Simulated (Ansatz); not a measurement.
Input and output for Sn (simple hexagonal type): DFT, PBE, all-electron LAPW, scalar-relativistic (Ansatz 0.2.0). This run: simple hexagonal relaxed under pressure.

The cell comes from a relaxation on PAW files under the same functional, begun from a prototype that needn't be the stable phase.

Command: `ansatz run input.yaml --threads 1 --pin off --max-ram 3584MiB --backend cpu --events-out ev --progress --plain --runs-dir out` It took 71 s on 1 thread of Intel(R) Xeon(R) Platinum 8488C (Sapphire Rapids) (shared host), peak memory 0.75 GiB.

```yaml
crystal:
  lattice:
    - [2.4224608422, 0.0, 0.0]
    - [-1.2112304211, 2.097912629, 0.0]
    - [0.0, 0.0, 2.2677945811]
  atoms:
    - { symbol: Sn, position: [0.0, 0.0, 0.0] }
kpoints:
  mp_grid: { grid: [18, 18, 17] }
scf:
  occupations: { method: fermi_dirac, width: 0.1 }
hamiltonian:
  xc: pbe
  pseudopotentials: { kind: all_electron, lapw: { basis_error: 0.0005 } }
output:
  forces: true
  stress: true
  eigenvalues: true
relax:
  f_tol: 0.005
  max_steps: 12
  cell: { p_target: 370.0, stress_tol: 0.185 }
```

Output:

```
The last accepted step is kept in <dir> (removed where the run ends without a failure and the disk answers)
LAPW: plane waves up to 11.280 Å⁻¹, error target 5.0e-4 eV per atom; small_component_spin mean_spin; Sn in spheres of 1.100 Å, 38 of its electrons in bands, Dirac shells [] (how accurate: hamiltonian.pseudopotentials.lapw.basis_error, Limitations)
Engine: ansatz 0.2.0
Pseudopotentials: kind: all_electron
Pseudopotential: Sn, LAPW, valence charge 38, lapw/all_electron/scalar/gaussian/Sn, Koelling and Harmon's equation, gaussian nucleus
Functional definition: PBE
  parameter kappa = 0.804
  parameter beta = 0.06672455060314922
  exchange = pbe_x(kappa = kappa, mu = beta*pi^2/3)
  correlation = pbe_c(beta = beta)
Crystal: 1 atoms, lattice volume = 11.525 Å³
Basis set: ecut = 484.75745572752453 eV, 279 PW (Γ), exchange–correlation at level 2
Bands: 23, of which v1, the nominal top of the filled ones, is band 19 counted from 1 (18 counted from 0)
Symmetry: 24 space group operations
Space group: P6/mmm (ITA 191), of the structure as read, at distance tolerance 2.3e-5 Å
k-points: 333 of 5508
Non-local potential: Sn, projectors of the file, none
Initial density: superposition of atomic densities (chi_scale 0.1, normalization cell)
Initial wavefunctions: plane waves of lowest kinetic energy (no species holds an atomic orbital)
Functional: x = pbe(κ = 0.804, μ = 0.2195149727645171), c = pbe(β = 0.06672455060314922)
iter 1 solved again at ethr=1.31e-4 eV; its pass at ethr=1.00e-1 eV (dr2=4.97e-2 eV) is discarded
SCF iter   1: F=—  HF=-168081.244428 eV  |F-HF|=—  |Δ(HF+E_count)|=         —  Δρ=3.42e-2  dr2=4.99e-2  ethr=1.31e-4  ⟨swp⟩=3.0  Hψ=48750  notcnv=0
preconditioner: auto → none  [metal: Δε(μ)=0.077 eV  Ē_g=29.193 eV  σ=0.100 eV  W_gap=0.19  n_scr=8 (ndim 8)  ℏωp=40.9 eV  f_vac=0.000  D(μ)=0.23/eV (n_scr^D=0)  sad-step TF]
SCF iter   2: F=—  HF=-168081.163536 eV  |F-HF|=—  |Δ(HF+E_count)|=   8.09e-2  Δρ=1.94e-2  dr2=1.75e-2  ethr=1.31e-4  ⟨swp⟩=2.0  Hψ=22607  notcnv=0
SCF iter   3: F=—  HF=-168081.158556 eV  |F-HF|=—  |Δ(HF+E_count)|=   4.98e-3  Δρ=7.53e-3  dr2=2.71e-3  ethr=4.60e-5  ⟨swp⟩=2.0  Hψ=21343  notcnv=0
iter 4 solved again at ethr=7.33e-8 eV; its pass at ethr=7.14e-6 eV (dr2=2.79e-5 eV) is discarded
SCF iter   4: F=—  HF=-168081.158374 eV  |F-HF|=—  |Δ(HF+E_count)|=   1.81e-4  Δρ=7.12e-4  dr2=2.78e-5  ethr=7.33e-8  ⟨swp⟩=2.0  Hψ=37025  notcnv=0
SCF iter   5: F=—  HF=-168081.158377 eV  |F-HF|=—  |Δ(HF+E_count)|=   2.56e-6  Δρ=3.78e-5  dr2=7.19e-8  ethr=7.33e-8  ⟨swp⟩=2.0  Hψ=21343  notcnv=0
SCF iter   6: F=-168081.158377 eV  HF=-168081.158377 eV  |F-HF|=5.53e-10  |Δ(HF+E_count)|=   7.42e-8  Δρ=2.98e-6  dr2=3.90e-10  ethr=1.89e-10  ⟨swp⟩=3.0  Hψ=22127  notcnv=0
SCF 1 converged in 6 iterations: F = -168081.158377 eV  dr2 = 3.90e-10
relax step   1: F+E_penalty+E_count = -168081.15837689 eV  Δ(F+E_penalty+E_count) = +0.000e0 eV  max|allowed force component| = 0.000e0 eV/Å  Δτ_max = 0.0000 Å  P = +369.431 GPa  Ω = 11.525 Å³  (6 SCF iters, accepted)
Crystal: 1 atoms, lattice volume = 11.507 Å³
Basis set: ecut = 485.2580449235473 eV, 279 PW (Γ), exchange–correlation at level 2
Initial density: handed on by an earlier stage of this run
Initial wavefunctions: those handed on with the density
iter 1 solved again at ethr=6.68e-9 eV; its pass at ethr=1.00e-1 eV (dr2=2.54e-6 eV) is discarded
SCF iter   1: F=—  HF=-168081.117156 eV  |F-HF|=—  |Δ(HF+E_count)|=         —  Δρ=8.25e-5  dr2=6.36e-7  ethr=6.68e-9  ⟨swp⟩=5.0  Hψ=39956  notcnv=0
preconditioner: auto → none  [metal: Δε(μ)=0.081 eV  Ē_g=29.674 eV  σ=0.100 eV  W_gap=0.19  n_scr=8 (ndim 8)  ℏωp=41.0 eV  f_vac=0.000  D(μ)=0.23/eV (n_scr^D=0)]
SCF iter   2: F=-168081.117155 eV  HF=-168081.117155 eV  |F-HF|=4.83e-8  |Δ(HF+E_count)|=   3.03e-7  Δρ=3.07e-5  dr2=8.45e-8  ethr=1.67e-9  ⟨swp⟩=2.0  Hψ=21343  notcnv=0
SCF 2 converged in 2 iterations: F = -168081.117155 eV  dr2 = 8.45e-8
relax step   2: F+E_penalty+E_count = -168081.11715543 eV  Δ(F+E_penalty+E_count) = +4.122e-2 eV  max|allowed force component| = 0.000e0 eV/Å  Δτ_max = 0.0000 Å  P = +371.425 GPa  Ω = 11.507 Å³  (2 SCF iters, rejected (line search))
Crystal: 1 atoms, lattice volume = 11.520 Å³
Basis set: ecut = 484.9018559781568 eV, 279 PW (Γ), exchange–correlation at level 2
iter 1 solved again at ethr=1.93e-9 eV; its pass at ethr=1.00e-1 eV (dr2=7.35e-7 eV) is discarded
SCF iter   1: F=—  HF=-168081.146499 eV  |F-HF|=—  |Δ(HF+E_count)|=         —  Δρ=2.50e-5  dr2=6.11e-8  ethr=1.93e-9  ⟨swp⟩=5.0  Hψ=40560  notcnv=0
preconditioner: auto → none  [metal: Δε(μ)=0.077 eV  Ē_g=29.664 eV  σ=0.100 eV  W_gap=0.18  n_scr=8 (ndim 8)  ℏωp=40.9 eV  f_vac=0.000  D(μ)=0.23/eV (n_scr^D=0)]
iter 2 solved again at ethr=1.61e-11 eV; its pass at ethr=1.61e-10 eV (dr2=6.10e-9 eV) is discarded
SCF iter   2: F=-168081.146498 eV  HF=-168081.146498 eV  |F-HF|=5.09e-9  |Δ(HF+E_count)|=   5.92e-8  Δρ=7.88e-6  dr2=6.09e-9  ethr=1.61e-11  ⟨swp⟩=2.0  Hψ=37025  notcnv=0
SCF 3 converged in 2 iterations: F = -168081.146498 eV  dr2 = 6.09e-9
relax step   3: F+E_penalty+E_count = -168081.14649847 eV  Δ(F+E_penalty+E_count) = +1.188e-2 eV  max|allowed force component| = 0.000e0 eV/Å  Δτ_max = 0.0000 Å  P = +370.005 GPa  Ω = 11.520 Å³  (2 SCF iters, accepted)
iter 1 solved again at ethr=1.59e-11 eV; its pass at ethr=1.00e-1 eV (dr2=6.05e-9 eV) is discarded
SCF iter   1: F=—  HF=-168081.146499 eV  |F-HF|=—  |Δ(HF+E_count)|=         —  Δρ=7.87e-6  dr2=6.09e-9  ethr=1.59e-11  ⟨swp⟩=3.0  Hψ=37159  notcnv=0  reapply=1
preconditioner: auto → none  [metal: Δε(μ)=0.077 eV  Ē_g=29.663 eV  σ=0.100 eV  W_gap=0.18  n_scr=8 (ndim 8)  ℏωp=40.9 eV  f_vac=0.000  D(μ)=0.23/eV (n_scr^D=0)]
SCF iter   2: F=-168081.146499 eV  HF=-168081.146499 eV  |F-HF|=5.82e-10  |Δ(HF+E_count)|=   1.57e-8  Δρ=3.27e-6  dr2=1.03e-9  ethr=1.59e-11  ⟨swp⟩=2.0  Hψ=21345  notcnv=0
SCF 4 converged in 2 iterations: F = -168081.146499 eV  dr2 = 1.03e-9
relax step   4: F+E_penalty+E_count = -168081.14649850 eV  Δ(F+E_penalty+E_count) = -3.687e-8 eV  max|allowed force component| = 0.000e0 eV/Å  Δτ_max = 0.0000 Å  P = +370.005 GPa  Ω = 11.520 Å³  stress off target by 4.27e-2 GPa  SCF on the basis re-selected at this cell (its energy is not comparable with the rows above)  (2 SCF iters)
basis re-selected at this cell: Δ(F+E_penalty+E_count) = -3.687e-8 eV, ΔP = +0.000 GPa vs the last step (what re-selecting the basis moved, after the strain that the cell walked since its last selection, with what the two solves' SCF thresholds leave and, on support functions, any second-order correction that the steps lacked; it is no measure of the basis error at this ecutwfc). This SCF's stress stands 4.27e-2 GPa from its target on what of the cell is left free (relax.cell.stress_tol is 1.85e-1 GPa) and its largest allowed force component is 0.00e0 eV/Å (relax.f_tol is 5.00e-3 eV/Å): within both
SCF converged after 2 iterations
Free energy (F): -168081.146499 eV
Harris-Foulkes:  -168081.146499 eV  (|F-HF|=5.82e-10)
Internal energy: -168081.139170 eV  (E = F + TS)
E sigma→0 (E₀):  -168081.142834 eV
Entropy (-TS):   -0.007329 eV (-7.329 meV/atom)
Fermi energy:    38.574024 eV
--- Per-component energies (eV) ---
  E_band       = -8503.425886
  E_kinetic    = 176854.611174
  E_xc         = -4509.895367
  E_electrostatic = -340425.854977  (all electrons and nuclei)
  E_smearing   = -0.007329  (= −TS)
  E_closure    = 0.000000  (closes the sum)
  E_atoms      = -168085.610346  (free atoms, spherical and without spin; not in F)
  Σ components = -168081.146499   (vs F -168081.146499, Δ=0.00e0)
  Basis errors (estimates in eV, not in F): energy 1.6e-4 per atom: plane waves 1.5e-4 (8.3e-5 summed), levels above the bands 8.9e-74, relativity 1.9e-8, radial functions 1.4e-5, core shells 5.3e-8; eigenvalues (radial functions only) 8.2e-7; not estimated: angular momenta, meshes, grids; target (lapw.basis_error) 5.0e-4; muffin-tin radii Sn 1.100 Å
--- Forces (eV/Å), atoms counted from 1 ---
  atom   1  Sn     0.00000000     0.00000000     0.00000000
  max |Σ_I F_I| component: 0.00e0 eV/Å
--- Stress (GPa, compression-positive) ---
      369.985804      -0.000000       0.000000
        0.000000     369.985804       0.000000
        0.000000       0.000000     370.042706
  P = ⅓ Tr σ = 370.0048 GPa (3700.048 kbar)
--- Band table (eV; the first three rows and the last of 333) ---
  k-point 0: bands = ["-657.6838", "-657.6838", "-657.6393", "-432.5084", "-432.5084", "-432.4817", "-432.4817", "-432.4648", "-93.9197", "-49.6491", "-49.6491", "-49.5660", "11.1727", "12.9658", "12.9658", "14.8594", "14.8594", "16.7431", "45.9175", "47.0481", "51.3277", "51.3277", "52.8164"]
  k-point 1: bands = ["-657.6838", "-657.6838", "-657.6393", "-432.5084", "-432.5084", "-432.4817", "-432.4817", "-432.4648", "-93.9183", "-49.6481", "-49.6481", "-49.5790", "11.2480", "12.9730", "12.9730", "14.8184", "14.8184", "16.8628", "44.7611", "47.1282", "51.5479", "51.5479", "53.9146"]
  k-point 2: bands = ["-657.6838", "-657.6838", "-657.6393", "-432.5084", "-432.5084", "-432.4817", "-432.4817", "-432.4648", "-93.9143", "-49.6451", "-49.6451", "-49.6162", "11.4602", "12.9939", "12.9939", "14.7023", "14.7023", "17.2282", "42.4067", "47.3656", "52.1998", "52.1998", "55.8369"]
  k-point 332: bands = ["-657.6838", "-657.6838", "-657.6393", "-432.5084", "-432.5084", "-432.4817", "-432.4817", "-432.4648", "-93.8420", "-49.9042", "-49.8003", "-49.8003", "12.4954", "12.4954", "13.7073", "13.7073", "15.4868", "35.5552", "36.8976", "36.8976", "41.1969", "41.1969", "42.2544"]
--- Relaxed structure (3 steps of the walk, 2 accepted, 1 SCFs on fresh bases) ---
  F+E_penalty+E_count = -168081.14649850 eV   max|allowed force component| = 0.000e0 eV/Å   (the final SCF, on the basis selected at the relaxed cell)
  cell:  # Å, volume = 11.5200 Å³
    - [2.422024798380968, 0.0, 0.0]
    - [-1.211012399190484, 2.097535003993802, 0.0]
    - [0.0, 0.0, 2.267597920773717]
  atoms:
    - { symbol: Sn, position: [0.0, 0.0, 0.0] }
```

Next run (diamond relaxed under pressure), as changes to the input before:

```diff
   lattice:
-    - [2.4224608422, 0.0, 0.0]
-    - [-1.2112304211, 2.097912629, 0.0]
-    - [0.0, 0.0, 2.2677945811]
+    - [0.0, 2.3835289434, 2.3835289434]
+    - [2.3835289434, 0.0, 2.3835289434]
+    - [2.3835289434, 2.3835289434, 0.0]
   atoms:
-    - { symbol: Sn, position: [0.0, 0.0, 0.0] }
+    - { symbol: Sn, position: [-0.125, -0.125, -0.125] }
+    - { symbol: Sn, position: [0.125, 0.125, 0.125] }
 kpoints:
-  mp_grid: { grid: [18, 18, 17] }
+  mp_grid: { grid: [14, 14, 14] }
 scf:
```

Results part of the output:

```
basis re-selected at this cell: Δ(F+E_penalty+E_count) = -1.356e-8 eV, ΔP = -0.000 GPa vs the last step (what re-selecting the basis moved, after the strain that the cell walked since its last selection, with what the two solves' SCF thresholds leave and, on support functions, any second-order correction that the steps lacked; it is no measure of the basis error at this ecutwfc). This SCF's stress stands 3.76e-4 GPa from its target on what of the cell is left free (relax.cell.stress_tol is 1.85e-1 GPa) and its largest allowed force component is 6.01e-17 eV/Å (relax.f_tol is 5.00e-3 eV/Å): within both
SCF converged after 2 iterations
Free energy (F): -336157.465639 eV
Harris-Foulkes:  -336157.465639 eV  (|F-HF|=8.85e-9)
Internal energy: -336157.452348 eV  (E = F + TS)
E sigma→0 (E₀):  -336157.458994 eV
Entropy (-TS):   -0.013291 eV (-6.645 meV/atom)
Fermi energy:    32.823214 eV
--- Per-component energies (eV) ---
  E_band       = -20744.349522
  E_kinetic    = 353733.633179
  E_xc         = -9019.337818
  E_electrostatic = -680871.747709  (all electrons and nuclei)
  E_smearing   = -0.013291  (= −TS)
[... lines left out ...]
--- Band table (eV; the first three rows and the last of 104) ---
  k-point 0: bands = ["-810.6642", "-810.6642", "-664.2169", "-664.2169", "-664.2169", "-664.2169", "-664.2169", "-664.2169", "-439.0394", "-439.0394", "-439.0394", "-439.0394", "-439.0394", "-439.0394", "-439.0363", "-439.0363", "-439.0363", "-439.0363", "-100.6674", "-100.3937", "-56.6951", "-56.6951", "-56.6951", "-56.1538", "-56.1538", "-56.1538", "5.2741", "5.2741", "5.2741", "5.4366", "5.4366", "7.9818", "7.9818", "7.9818", "8.7056", "8.7056", "12.5750", "34.7666", "34.7666", "34.7666", "35.4071", "35.4071", "35.4071", "37.8427", "38.5213", "40.0625", "40.0625", "40.0625"]
  k-point 1: bands = ["-810.6642", "-810.6642", "-664.2169", "-664.2169", "-664.2169", "-664.2169", "-664.2169", "-664.2169", "-439.0394", "-439.0394", "-439.0394", "-439.0394", "-439.0394", "-439.0394", "-439.0363", "-439.0363", "-439.0363", "-439.0363", "-100.6649", "-100.3963", "-56.6977", "-56.6977", "-56.6933", "-56.1557", "-56.1512", "-56.1512", "5.1969", "5.1969", "5.2776", "5.5313", "5.5313", "7.9576", "7.9616", "7.9616", "8.7170", "8.7170", "12.7004", "32.6108", "33.9814", "33.9814", "36.2314", "36.2314", "36.3523", "38.4883", "38.8019", "39.8428", "39.8428", "40.4821"]
  k-point 2: bands = ["-810.6642", "-810.6642", "-664.2169", "-664.2169", "-664.2169", "-664.2169", "-664.2169", "-664.2169", "-439.0394", "-439.0394", "-439.0394", "-439.0394", "-439.0394", "-439.0394", "-439.0363", "-439.0363", "-439.0363", "-439.0363", "-100.6575", "-100.4038", "-56.7048", "-56.7048", "-56.6885", "-56.1608", "-56.1440", "-56.1440", "5.0996", "5.0996", "5.2865", "5.6743", "5.6743", "7.8904", "7.9154", "7.9154", "8.7421", "8.7421", "13.0773", "30.0114", "33.0431", "33.0431", "36.3372", "37.1675", "37.1675", "38.4666", "39.5101", "39.5101", "39.9652", "42.4251"]
  k-point 103: bands = ["-810.6642", "-810.6642", "-664.2169", "-664.2169", "-664.2169", "-664.2169", "-664.2169", "-664.2169", "-439.0394", "-439.0394", "-439.0394", "-439.0394", "-439.0394", "-439.0394", "-439.0363", "-439.0363", "-439.0363", "-439.0363", "-100.5311", "-100.5311", "-56.7922", "-56.7922", "-56.4251", "-56.4251", "-56.0561", "-56.0561", "4.6807", "4.6807", "6.0624", "6.0624", "6.8518", "6.8518", "7.3160", "7.3160", "9.1382", "9.1382", "21.1432", "21.1432", "24.2328", "24.2328", "36.7953", "36.7953", "39.9134", "39.9134", "47.4349", "47.4349", "47.9960", "47.9960"]
--- Relaxed structure (3 steps of the walk, 2 accepted, 1 SCFs on fresh bases) ---
  F+E_penalty+E_count = -336157.46563898 eV   max|allowed force component| = 6.014e-17 eV/Å   (the final SCF, on the basis selected at the relaxed cell)
  cell:  # Å, volume = 27.0729 Å³
    - [-1.0190744065791182e-33, 2.383243925850562, 2.383243925850562]
    - [2.383243925850562, -6.8787522444090475e-34, 2.383243925850562]
    - [2.383243925850562, 2.383243925850562, -4.840603431250811e-34]
  atoms:
    - { symbol: Sn, position: [-0.125, -0.125, -0.125] }
    - { symbol: Sn, position: [0.125, 0.125, 0.125] }
```

Spin–orbit coupling is left out, which matters for the heavy atoms.
